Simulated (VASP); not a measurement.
A run of VASP 6.6.1 is set up as follows.

The input INCAR:

```
SYSTEM = MnS
PREC     = Accurate       ! precision mode
ENCUT    = 520            ! plane-wave cutoff, eV
EDIFF    = 1E-7           ! SCF threshold, eV
ISMEAR   = 0              ! smearing method
SIGMA    = 0.05           ! smearing width, eV
LREAL    = .FALSE.        ! projectors in reciprocal space
LASPH    = .TRUE.         ! aspherical terms in the spheres
NELM     = 120            ! most SCF steps
ALGO     = Fast           ! electronic algorithm
ISIF     = 2              ! what is computed and relaxed
LWAVE    = .FALSE.        ! write WAVECAR
LCHARG   = .FALSE.        ! write CHGCAR
ISPIN    = 2              ! spin polarisation
MAGMOM   = -1.78 -1.22 0 0 ! initial moments
LORBIT   = 11             ! projections on sites
LMAXMIX  = 4              ! l up to which the mixer works
LDAU     = .TRUE.         ! DFT+U
LDAUTYPE = 2            
LDAUL    = 2 -1           ! shell
LDAUU    = 2 0            ! U, eV
LDAUJ    = 0 0          
LDAUPRINT= 1            
GGA      = PS             ! functional
NBANDS   = 31             ! bands
```

The input KPOINTS:

```
regular mesh
0
G
  5 5 4
  0 0 0
```

Contents of POSCAR:

```
MnS
1.0
    4.3056791600      0.0000000000      0.0000000000
    0.0000000000      4.3056791600      0.0000000000
    0.0000000000      0.0000000000      5.3605806400
Mn S
2 2
Direct
    0.0000000000      0.5000000000      0.0000000000
    0.5000000000      0.0000000000      0.5000000000
    0.0000000000      0.0000000000      0.2500000000
    0.0000000000      0.0000000000      0.7500000000
```

Potentials or basis: VASP PAW PBE potentials, release 64 (Mn_pv, S).

Command:

```console
$ cat potpaw_PBE.64/Mn_pv/POTCAR potpaw_PBE.64/S/POTCAR > POTCAR
$ mpirun -np 1 vasp_std > vasp.out
```

(1) Predict the net moment.

(2) What does it give for the pressure?

(3) Estimate the band gap on the k mesh.

Answers

(1) -8.79 μB per cell.

(2) -4.2 GPa.

(3) none (metal or under the smearing width).

Caveat: the PAW data sets were made with another functional, which shifts forces and pressure a little.
